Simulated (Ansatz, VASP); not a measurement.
## PtSe2 (Sudovikovite): VASP beside Ansatz

Contents of INCAR:

```
PREC = Accurate ; ENCUT = 520
EDIFF = 1E-6 ; ISMEAR = -1
SIGMA = 0.05 ; LREAL = False
LASPH = True ; NELM = 100
ALGO = Normal ; ISIF = 2
LWAVE = False ; LCHARG = False
GGA = CA ; NBANDS = 18
```

Contents of KPOINTS:

```
regular mesh
0
Gamma
  8 8 5
```

Contents of POSCAR:

```
PtSe2
1.0
    3.6990059583      0.0000000000      0.0000000000
   -1.8495029792      3.2034331287      0.0000000000
    0.0000000000      0.0000000000      5.0280258220
Pt Se
1 2
Direct
    0.0000000000      0.0000000000      0.0000000000
    0.6666666667      0.3333333333      0.7500000000
    0.3333333333      0.6666666667      0.2500000000
```

File input.yaml:

```yaml
crystal:
  lattice:
    - [3.6990059583, 0.0, 0.0]
    - [-1.8495029792, 3.2034331287, 0.0]
    - [0.0, 0.0, 5.028025822]
  atoms:
    - { symbol: Pt, position: [0.0, 0.0, 0.0] }
    - { symbol: Se, position: [0.6666666667, 0.3333333333, 0.75] }
    - { symbol: Se, position: [0.3333333333, 0.6666666667, 0.25] }
kpoints:
  mp_grid: { grid: [8, 8, 5] }
scf:
  occupations: { method: fermi_dirac, width: 0.05 }
hamiltonian:
  xc: lda
  pseudopotentials: { kind: all_electron, lapw: { basis_error: 0.002 } }
output:
  forces: true
  stress: true
  eigenvalues: true
```

Change from the starting cell: volume scaled by 0.98.

Alike in both runs: task single point; functional LDA; k mesh 8 × 8 × 5; occupations fermi-dirac, width 0.05 eV; no spin polarisation.

|  | VASP | Ansatz |
| --- | --- | --- |
| version | VASP 6.6.1 | Ansatz 0.2.0 |
| potentials or method | VASP PAW LDA potentials, release 64 (Pt, Se) | all-electron LAPW, scalar-relativistic |
| plane-wave cutoff (eV) | 520 | see its input |

Ansatz gave:

* gap on the k mesh at the Fermi level (eV): none
* pressure (GPa): 2.4
* largest component of the traceless stress (GPa): 1.36
* rms of the force components (eV/Å): 0.215

**Question.** Which values does VASP return?

**Answer.** gap on the k mesh at the Fermi level (eV): none; pressure (GPa): 2.8; largest component of the traceless stress (GPa): 1.49; rms of the force components (eV/Å): 0.241.

Atom by atom the forces differ by 0.026 eV/Å (rms over components). A gap of «none» marks a metal or a gap that the smearing closes. Ansatz ran all-electron here, so the differences hold the error of VASP's frozen core and of both bases.

The runs have no spin-orbit coupling, so splittings on Pt are missing.
